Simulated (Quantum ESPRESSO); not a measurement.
The system is TePb.

```
Pb Te
1.0
     0.00000    3.23100    3.23100
     3.23100    0.00000    3.23100
     3.23100    3.23100    0.00000
Pb Te
1 1
Direct
  0.00000 0.00000 0.00000
  0.50000 0.50000 0.50000
```

```yaml
Program: Quantum ESPRESSO 7.5
Task: single point
Functional: PBE
Potentials_or_basis: SSSP 1.3 efficiency PBE
Cutoff: 748 eV
Density_cutoff: 5987 eV
k_mesh: 7 × 7 × 7
Occupations: fermi-dirac, width 0.05 eV
Spin: no spin polarisation
```

On this cell: pressure 2.0 GPa; largest force zero by symmetry; band gap on the k mesh not listed.

The same run follows on a disturbed copy (atoms moved at random, drawn with an rms of 0.05 Å):

```
Pb Te
1.0
     0.00000    3.23100    3.23100
     3.23100    0.00000    3.23100
     3.23100    3.23100    0.00000
Pb Te
1 1
Direct
  0.99209 0.00797 0.99531
  0.50633 0.50811 0.49049
```

Task: What changes?

Result: The energy moves by +0.5 meV/atom; pressure 2.0 GPa; largest force 0.036 eV/Å; band gap on the k mesh 1.00 eV, direct.

Forces in eV/Å, atoms in the order of the input:
```
Pb  -0.009  0.019  0.029
Te   0.009 -0.019 -0.029
```

Caveats: spin-orbit coupling is left out, which as a rule narrows the gap of such compounds by several tenths of an eV (some runs); an odd mesh through Γ misses points on the zone boundary, where band edges often lie (some runs).
